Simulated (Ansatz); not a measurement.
Input and output for Sr (omega type): DFT, PBE, all-electron LAPW, scalar-relativistic (Ansatz 0.2.0). This run: omega relaxed under pressure.

The cell comes from a relaxation on PAW files under the same functional, begun from a prototype that needn't be the stable phase.

Command: `ansatz run input.yaml --threads 1 --pin off --max-ram 3584MiB --backend cpu --events-out ev --progress --plain --runs-dir out` It took 25 s on 1 thread of Arm Neoverse V2, with other jobs on the host, peak memory 0.35 GiB.

```yaml
crystal:
  lattice:
    - [6.0438069346, 0.0, 0.0]
    - [-3.0219034673, 5.234090341, 0.0]
    - [0.0, 0.0, 3.5337407422]
  atoms:
    - { symbol: Sr, position: [0.0, 0.0, 0.0] }
    - { symbol: Sr, position: [0.3333333333, 0.6666666667, 0.5] }
    - { symbol: Sr, position: [0.6666666667, 0.3333333333, 0.5] }
kpoints:
  mp_grid: { grid: [6, 6, 9] }
scf:
  occupations: { method: fermi_dirac, width: 0.05 }
hamiltonian:
  xc: pbe
  pseudopotentials: { kind: all_electron, lapw: { basis_error: 0.0005 } }
output:
  forces: true
  stress: true
  eigenvalues: true
relax:
  f_tol: 0.005
  max_steps: 12
  cell: { p_target: 8.2, stress_tol: 0.03 }
```

Output:

```
The last accepted step is kept in <dir> (removed where the run ends without a failure and the disk answers)
LAPW: plane waves up to 6.047 Å⁻¹, error target 5.0e-4 eV per atom; small_component_spin mean_spin; Sr in spheres of 1.692 Å, 26 of its electrons in bands, Dirac shells [] (how accurate: hamiltonian.pseudopotentials.lapw.basis_error, Limitations)
Engine: ansatz 0.2.0
Pseudopotentials: kind: all_electron
Pseudopotential: Sr, LAPW, valence charge 26, lapw/all_electron/scalar/gaussian/Sr, Koelling and Harmon's equation, gaussian nucleus
Functional definition: PBE
  parameter kappa = 0.804
  parameter beta = 0.06672455060314922
  exchange = pbe_x(kappa = kappa, mu = beta*pi^2/3)
  correlation = pbe_c(beta = beta)
Crystal: 3 atoms, lattice volume = 111.786 Å³
Basis set: ecut = 139.33726618200694 eV, 421 PW (Γ), exchange–correlation at level 2
Bands: 47, of which v1, the nominal top of the filled ones, is band 39 counted from 1 (38 counted from 0)
Symmetry: 24 space group operations
Space group: P6/mmm (ITA 191), of the structure as read, at distance tolerance 4.8e-5 Å
k-points: 35 of 324
Non-local potential: Sr, projectors of the file, none
Initial density: superposition of atomic densities (chi_scale 0.1, normalization cell)
Initial wavefunctions: plane waves of lowest kinetic energy (no species holds an atomic orbital)
Functional: x = pbe(κ = 0.804, μ = 0.2195149727645171), c = pbe(β = 0.06672455060314922)
iter 1 solved again at ethr=9.26e-5 eV; its pass at ethr=1.00e-1 eV (dr2=7.22e-2 eV) is discarded
SCF iter   1: F=—  HF=-259556.134396 eV  |F-HF|=—  |Δ(HF+E_count)|=         —  Δρ=5.24e-3  dr2=7.22e-2  ethr=9.26e-5  ⟨swp⟩=2.9  Hψ=9862  notcnv=0
preconditioner: auto → Kerker (q_TF=auto, 2.569 Å⁻¹)  [metal: Δε(μ)=0.016 eV  Ē_g=3.058 eV  σ=0.050 eV  W_gap=0.08  n_scr=32 (ndim 8)  ℏωp=8.6 eV  f_vac=0.000  D(μ)=3.12/eV (n_scr^D=26)]
SCF iter   2: F=—  HF=-259556.132675 eV  |F-HF|=—  |Δ(HF+E_count)|=   1.72e-3  Δρ=3.81e-3  dr2=3.75e-2  ethr=9.26e-5  ⟨swp⟩=2.0  Hψ=5183  notcnv=0
SCF iter   3: F=—  HF=-259556.134410 eV  |F-HF|=—  |Δ(HF+E_count)|=   1.73e-3  Δρ=1.35e-3  dr2=4.35e-3  ethr=4.80e-5  ⟨swp⟩=2.0  Hψ=5230  notcnv=0
iter 4 solved again at ethr=3.88e-7 eV; its pass at ethr=5.58e-6 eV (dr2=3.03e-4 eV) is discarded
SCF iter   4: F=—  HF=-259556.133952 eV  |F-HF|=—  |Δ(HF+E_count)|=         —  Δρ=3.66e-4  dr2=3.04e-4  ethr=3.88e-7  ⟨swp⟩=2.0  Hψ=8588  notcnv=0
the basis was enlarged: its passes take 118.6 KiB over the memory plan, 1 of 1 planned eigensolver slots
SCF iter   5: F=—  HF=-259556.133872 eV  |F-HF|=—  |Δ(HF+E_count)|=   8.00e-5  Δρ=1.78e-4  dr2=8.74e-5  ethr=3.88e-7  ⟨swp⟩=2.0  Hψ=5180  notcnv=0
SCF iter   6: F=—  HF=-259556.133873 eV  |F-HF|=—  |Δ(HF+E_count)|=   1.48e-6  Δρ=6.79e-5  dr2=1.32e-5  ethr=1.12e-7  ⟨swp⟩=2.0  Hψ=5180  notcnv=0
SCF iter   7: F=—  HF=-259556.133872 eV  |F-HF|=—  |Δ(HF+E_count)|=   1.31e-6  Δρ=1.10e-5  dr2=2.67e-7  ethr=1.69e-8  ⟨swp⟩=2.0  Hψ=5180  notcnv=0
SCF iter   8: F=-259556.133872 eV  HF=-259556.133872 eV  |F-HF|=5.06e-9  |Δ(HF+E_count)|=   2.02e-8  Δρ=4.53e-6  dr2=5.28e-8  ethr=3.42e-10  ⟨swp⟩=2.3  Hψ=5193  notcnv=0
SCF 1 converged in 8 iterations: F = -259556.133872 eV  dr2 = 5.28e-8
relax step   1: F+E_penalty+E_count = -259556.13387208 eV  Δ(F+E_penalty+E_count) = +0.000e0 eV  max|allowed force component| = 8.765e-32 eV/Å  Δτ_max = 0.0000 Å  P = +8.208 GPa  Ω = 111.786 Å³  (8 SCF iters, accepted)
Initial density: handed on by an earlier stage of this run
Initial wavefunctions: those handed on with the density
iter 1 solved again at ethr=5.13e-11 eV; its pass at ethr=1.00e-1 eV (dr2=4.00e-8 eV) is discarded
SCF iter   1: F=—  HF=-259556.133873 eV  |F-HF|=—  |Δ(HF+E_count)|=         —  Δρ=4.09e-6  dr2=3.99e-8  ethr=5.13e-11  ⟨swp⟩=6.3  Hψ=8355  notcnv=0
preconditioner: auto → Kerker (q_TF=auto, 2.569 Å⁻¹)  [metal: Δε(μ)=0.012 eV  Ē_g=3.050 eV  σ=0.050 eV  W_gap=0.06  n_scr=32 (ndim 8)  ℏωp=8.6 eV  f_vac=0.000  D(μ)=3.65/eV (n_scr^D=32)]
SCF iter   2: F=-259556.133872 eV  HF=-259556.133872 eV  |F-HF|=4.83e-9  |Δ(HF+E_count)|=   1.05e-6  Δρ=3.12e-6  dr2=2.57e-8  ethr=5.12e-11  ⟨swp⟩=3.0  Hψ=5359  notcnv=0
SCF 2 converged in 2 iterations: F = -259556.133872 eV  dr2 = 2.57e-8
relax step   2: F+E_penalty+E_count = -259556.13387209 eV  Δ(F+E_penalty+E_count) = -4.686e-9 eV  max|allowed force component| = 2.891e-19 eV/Å  Δτ_max = 0.0000 Å  P = +8.208 GPa  Ω = 111.786 Å³  stress off target by 9.02e-3 GPa  SCF on the basis re-selected at this cell (its energy is not comparable with the rows above)  (2 SCF iters)
basis re-selected at this cell: Δ(F+E_penalty+E_count) = -4.686e-9 eV, ΔP = -0.000 GPa vs the last step (what re-selecting the basis moved, after the strain that the cell walked since its last selection, with what the two solves' SCF thresholds leave and, on support functions, any second-order correction that the steps lacked; it is no measure of the basis error at this ecutwfc). This SCF's stress stands 9.02e-3 GPa from its target on what of the cell is left free (relax.cell.stress_tol is 3.00e-2 GPa) and its largest allowed force component is 2.89e-19 eV/Å (relax.f_tol is 5.00e-3 eV/Å): within both
SCF converged after 2 iterations
Free energy (F): -259556.133872 eV
Harris-Foulkes:  -259556.133872 eV  (|F-HF|=4.83e-9)
Internal energy: -259556.104157 eV  (E = F + TS)
E sigma→0 (E₀):  -259556.119014 eV
Entropy (-TS):   -0.029715 eV (-9.905 meV/atom)
Fermi energy:    9.498349 eV
--- Per-component energies (eV) ---
  E_band       = -7996.488877
  E_kinetic    = 267274.704258
  E_xc         = -8591.537683
  E_electrostatic = -518239.270732  (all electrons and nuclei)
  E_smearing   = -0.029715  (= −TS)
  E_closure    = 0.000000  (closes the sum)
  E_atoms      = -259552.471585  (free atoms, spherical and without spin; not in F)
  Σ components = -259556.133872   (vs F -259556.133872, Δ=0.00e0)
  Basis errors (estimates in eV, not in F): energy 1.7e-4 per atom: plane waves 1.6e-4 (8.7e-5 summed), levels above the bands 1.1e-31, relativity 3.1e-8, radial functions 1.7e-5, core shells 2.8e-8; eigenvalues (radial functions only) 1.7e-7; not estimated: angular momenta, meshes, grids; target (lapw.basis_error) 5.0e-4; muffin-tin radii Sr 1.692 Å
--- Forces (eV/Å), atoms counted from 1 ---
  atom   1  Sr    -0.00000000     0.00000000     0.00000000
  atom   2  Sr     0.00000000     0.00000000     0.00000000
  atom   3  Sr     0.00000000    -0.00000000     0.00000000
  max |Σ_I F_I| component: 2.63e-31 eV/Å
--- Stress (GPa, compression-positive) ---
        8.209017       0.000000       0.000000
        0.000000       8.209017       0.000000
        0.000000       0.000000       8.206803
  P = ⅓ Tr σ = 8.2083 GPa (82.083 kbar)
--- Band table (eV; the first three rows and the last of 35) ---
  k-point 0: bands = ["-241.2753", "-241.2753", "-241.2753", "-241.2753", "-241.2635", "-241.2635", "-241.2249", "-241.1955", "-241.1955", "-113.2194", "-113.2194", "-113.2194", "-113.2194", "-113.2101", "-113.2101", "-113.2087", "-113.2087", "-113.2087", "-113.2087", "-113.1622", "-113.1543", "-113.1543", "-113.1336", "-113.1336", "-26.3883", "-26.2872", "-26.2559", "-8.6762", "-8.6762", "-8.4619", "-8.4619", "-8.1733", "-8.0717", "-8.0717", "-8.0389", "-8.0156", "5.4788", "9.2212", "9.9937", "9.9937", "10.0719", "10.0719", "10.5301", "11.8698", "12.7950", "12.7950", "13.8434"]
  k-point 1: bands = ["-241.2753", "-241.2753", "-241.2753", "-241.2753", "-241.2635", "-241.2635", "-241.2249", "-241.1955", "-241.1955", "-113.2194", "-113.2194", "-113.2194", "-113.2194", "-113.2101", "-113.2101", "-113.2087", "-113.2087", "-113.2087", "-113.2087", "-113.1622", "-113.1543", "-113.1543", "-113.1336", "-113.1336", "-26.3811", "-26.2814", "-26.2507", "-8.6659", "-8.6659", "-8.4428", "-8.4428", "-8.2468", "-8.1224", "-8.0862", "-8.0746", "-8.0746", "5.7015", "9.4878", "9.9413", "9.9413", "9.9652", "9.9652", "10.9087", "12.1239", "12.7385", "12.7385", "13.4562"]
  k-point 2: bands = ["-241.2753", "-241.2753", "-241.2753", "-241.2753", "-241.2635", "-241.2635", "-241.2249", "-241.1955", "-241.1955", "-113.2194", "-113.2194", "-113.2194", "-113.2194", "-113.2101", "-113.2101", "-113.2087", "-113.2087", "-113.2087", "-113.2087", "-113.1622", "-113.1543", "-113.1543", "-113.1336", "-113.1336", "-26.3629", "-26.2666", "-26.2375", "-8.6395", "-8.6395", "-8.4265", "-8.3905", "-8.3905", "-8.3281", "-8.2603", "-8.0857", "-8.0857", "6.3164", "9.6720", "9.6720", "9.7939", "9.7939", "10.0454", "11.9866", "12.6374", "12.6374", "12.6955", "12.6955"]
  k-point 34: bands = ["-241.2753", "-241.2753", "-241.2753", "-241.2753", "-241.2635", "-241.2635", "-241.2249", "-241.1955", "-241.1955", "-113.2194", "-113.2194", "-113.2194", "-113.2194", "-113.2101", "-113.2101", "-113.2087", "-113.2087", "-113.2087", "-113.2087", "-113.1622", "-113.1543", "-113.1543", "-113.1336", "-113.1336", "-26.2834", "-26.2834", "-26.2132", "-8.8485", "-8.6831", "-8.6831", "-8.5046", "-8.3826", "-8.3826", "-8.2009", "-8.2009", "-8.0930", "8.3929", "9.2048", "9.2048", "9.8400", "9.8400", "10.1278", "11.4379", "11.4379", "12.1943", "12.1943", "12.6074"]
--- Relaxed structure (1 steps of the walk, 1 accepted, 1 SCFs on fresh bases) ---
  F+E_penalty+E_count = -259556.13387209 eV   max|allowed force component| = 2.891e-19 eV/Å   (the final SCF, on the basis selected at the relaxed cell)
  cell:  # Å, volume = 111.7858 Å³
    - [6.0438069346391705, 0.0, 0.0]
    - [-3.0219034673195853, 5.234090340966078, 0.0]
    - [0.0, 0.0, 3.5337407422]
  atoms:
    - { symbol: Sr, position: [0.0, 0.0, 0.0] }
    - { symbol: Sr, position: [0.3333333333333333, 0.6666666666666666, 0.49999999999999994] }
    - { symbol: Sr, position: [0.6666666666666666, 0.3333333333333333, 0.49999999999999994] }
```

Next run (beta tin relaxed under pressure), as changes to the input before:

```diff
   lattice:
-    - [6.0438069346, 0.0, 0.0]
-    - [-3.0219034673, 5.234090341, 0.0]
-    - [0.0, 0.0, 3.5337407422]
+    - [-3.1948436748, 3.1948436748, 1.7266300212]
+    - [3.1948436748, -3.1948436748, 1.7266300212]
+    - [3.1948436748, 3.1948436748, -1.7266300212]
   atoms:
-    - { symbol: Sr, position: [0.0, 0.0, 0.0] }
-    - { symbol: Sr, position: [0.3333333333, 0.6666666667, 0.5] }
-    - { symbol: Sr, position: [0.6666666667, 0.3333333333, 0.5] }
+    - { symbol: Sr, position: [-0.375, -0.125, -0.25] }
+    - { symbol: Sr, position: [0.375, 0.125, 0.25] }
 kpoints:
-  mp_grid: { grid: [6, 6, 9] }
+  mp_grid: { grid: [12, 12, 12] }
 scf:
```

Results part of the output:

```
basis re-selected at this cell: Δ(F+E_penalty+E_count) = -8.091e-9 eV, ΔP = -0.000 GPa vs the last step (what re-selecting the basis moved, after the strain that the cell walked since its last selection, with what the two solves' SCF thresholds leave and, on support functions, any second-order correction that the steps lacked; it is no measure of the basis error at this ecutwfc). This SCF's stress stands 1.55e-3 GPa from its target on what of the cell is left free (relax.cell.stress_tol is 3.00e-2 GPa) and its largest allowed force component is 8.67e-18 eV/Å (relax.f_tol is 5.00e-3 eV/Å): within both
SCF converged after 2 iterations
Free energy (F): -173036.986390 eV
Harris-Foulkes:  -173036.986390 eV  (|F-HF|=6.46e-9)
Internal energy: -173036.979515 eV  (E = F + TS)
E sigma→0 (E₀):  -173036.982952 eV
Entropy (-TS):   -0.006875 eV (-3.438 meV/atom)
Fermi energy:    9.938526 eV
--- Per-component energies (eV) ---
  E_band       = -5308.903194
  E_kinetic    = 178181.873940
  E_xc         = -5728.393474
  E_electrostatic = -345490.459980  (all electrons and nuclei)
  E_smearing   = -0.006875  (= −TS)
  E_closure    = 0.000000  (closes the sum)
  E_atoms      = -173034.981057  (free atoms, spherical and without spin; not in F)
  Σ components = -173036.986390   (vs F -173036.986390, Δ=0.00e0)
  Basis errors (estimates in eV, not in F): energy 1.9e-4 per atom: plane waves 1.7e-4 (9.8e-5 summed), levels above the bands 1.8e-36, relativity 3.9e-8, radial functions 1.7e-5, core shells 1.4e-7; eigenvalues (radial functions only) 1.8e-7; not estimated: angular momenta, meshes, grids; target (lapw.basis_error) 5.0e-4; muffin-tin radii Sr 1.605 Å
[... lines left out ...]
        8.200317      -0.000000       0.000000
       -0.000000       8.200317      -0.000000
        0.000000      -0.000000       8.198453
  P = ⅓ Tr σ = 8.1997 GPa (81.997 kbar)
--- Band table (eV; the first three rows and the last of 163) ---
  k-point 0: bands = ["-240.8449", "-240.8449", "-240.8290", "-240.8290", "-240.8290", "-240.8290", "-112.7851", "-112.7851", "-112.7770", "-112.7770", "-112.7770", "-112.7770", "-112.7710", "-112.7710", "-112.7649", "-112.7649", "-26.0179", "-25.7912", "-8.4078", "-8.4078", "-7.6209", "-7.6111", "-7.5425", "-7.5425", "6.1562", "8.8177", "10.8220", "11.0877", "11.9075", "14.1697", "14.1697", "14.7060"]
  k-point 1: bands = ["-240.8449", "-240.8449", "-240.8290", "-240.8290", "-240.8290", "-240.8290", "-112.7851", "-112.7851", "-112.7770", "-112.7770", "-112.7770", "-112.7770", "-112.7710", "-112.7710", "-112.7649", "-112.7649", "-26.0140", "-25.7951", "-8.3973", "-8.3957", "-7.6402", "-7.6097", "-7.5624", "-7.5390", "6.2351", "8.8702", "10.7688", "11.1227", "11.8546", "14.1854", "14.2547", "14.7713"]
  k-point 2: bands = ["-240.8449", "-240.8449", "-240.8290", "-240.8290", "-240.8290", "-240.8290", "-112.7851", "-112.7851", "-112.7770", "-112.7770", "-112.7770", "-112.7770", "-112.7710", "-112.7710", "-112.7649", "-112.7649", "-26.0026", "-25.8063", "-8.3658", "-8.3601", "-7.6895", "-7.6194", "-7.6057", "-7.5356", "6.4658", "9.0068", "10.6427", "11.2288", "11.7238", "14.1566", "14.3922", "14.9563"]
  k-point 162: bands = ["-240.8449", "-240.8449", "-240.8290", "-240.8290", "-240.8290", "-240.8290", "-112.7851", "-112.7851", "-112.7770", "-112.7770", "-112.7770", "-112.7770", "-112.7710", "-112.7710", "-112.7649", "-112.7649", "-25.9020", "-25.9020", "-8.5943", "-8.5943", "-7.6230", "-7.6230", "-7.4344", "-7.4344", "9.0296", "9.0296", "10.8046", "10.8046", "12.0132", "12.0132", "14.3612", "14.3612"]
--- Relaxed structure (1 steps of the walk, 1 accepted, 1 SCFs on fresh bases) ---
  F+E_penalty+E_count = -173036.98638988 eV   max|allowed force component| = 8.674e-18 eV/Å   (the final SCF, on the basis selected at the relaxed cell)
  cell:  # Å, volume = 70.4950 Å³
    - [-3.1948436748, 3.1948436748, 1.7266300212]
    - [3.1948436748, -3.1948436748, 1.7266300212]
    - [3.1948436748, 3.1948436748, -1.7266300212]
  atoms:
    - { symbol: Sr, position: [-0.3750000000000001, -0.125, -0.25000000000000006] }
    - { symbol: Sr, position: [0.3750000000000001, 0.125, 0.25000000000000006] }
```
